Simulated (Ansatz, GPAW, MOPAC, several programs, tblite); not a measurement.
What each method gives for SrCl₂ (2H monolayer)

SrCl₂ (2H monolayer), relaxed with r2SCAN in Ansatz, was computed with several methods. The sheet's in-plane cell has a = 4.187 Å, b = 4.187 Å (γ = 120.0°), and its outermost atoms lie 3.31 Å apart along the normal. Sr is surrounded by 6 Cl at 2.93 Å; Cl is surrounded by 3 Sr at 2.93 Å. The calculation is spin-unpolarised, and the structure need not be a phase that has been made.

```yaml
crystal:
  lattice:
    - [4.18711, 0.00000, 0.00000]
    - [-2.09356, 3.62615, 0.00000]
    - [0.00000, 0.00000, 31.15339]
  atoms:
    - { symbol: Sr, position: [0.33333, 0.66667, 0.28889] }
    - { symbol: Cl, position: [0.66667, 0.33333, 0.34198] }
    - { symbol: Cl, position: [0.66667, 0.33333, 0.23580] }
```
The sheet repeats along a and b alone.

Gaps and times are for a single point on this cell. Times are rough, from shared hosts (Arm Neoverse V1), and each method has its own mesh and cell size. PM6 (MOPAC), PM7 (MOPAC), GFN1-xTB (tblite), GFN2-xTB (tblite) treat a cluster of cells at its zone centre, which samples few k points: where these miss a band edge, the gap comes out too large for that reason alone. Gaps from k meshes are read at a limited set of points (mesh, symmetry points, PBE's band edges), so each method's own least gap may be somewhat smaller. xTB and the PM methods were fitted mostly to molecules, and can miss a solid's gap by electronvolts. Minimal bases can be far off for gaps. d marks a direct gap, i an indirect one (no mark: not told apart), a dash a value that wasn't computed or didn't pass its checks.

```tsv
method	kind	gap (eV)	atoms computed	processor time
PM6 (MOPAC)	semi-empirical	10.02	27	0.7 s
PM7 (MOPAC)	semi-empirical	10.12	27	0.98 s
GFN1-xTB (tblite)	tight binding	4.38	27	1.1 s
GFN2-xTB (tblite)	tight binding	2.68	27	1.2 s
light PBE (260 eV and a coarse mesh)	light plane-wave	5.03 i	3	5 s
PBE/single zeta (GPAW)	small basis	4.79 i	3	19 s
PBE	semilocal	5.02 i	3	25 s
r2SCAN	semilocal	5.45 i	3	63 s
```

Against r2SCAN (5.45 eV) and with closed or daggered gaps left aside, the nearest gap at the points sampled is that of light PBE (260 eV and a coarse mesh) (-0.42 eV) and the farthest that of PM7 (MOPAC) (+4.67 eV). r2SCAN is only a yardstick of convenience: semilocal gaps usually lie below measured ones, which GLLB-SC and hybrids aim to mend.

Runs without a result: GLLB-SC (GPAW) (single point, out of time).
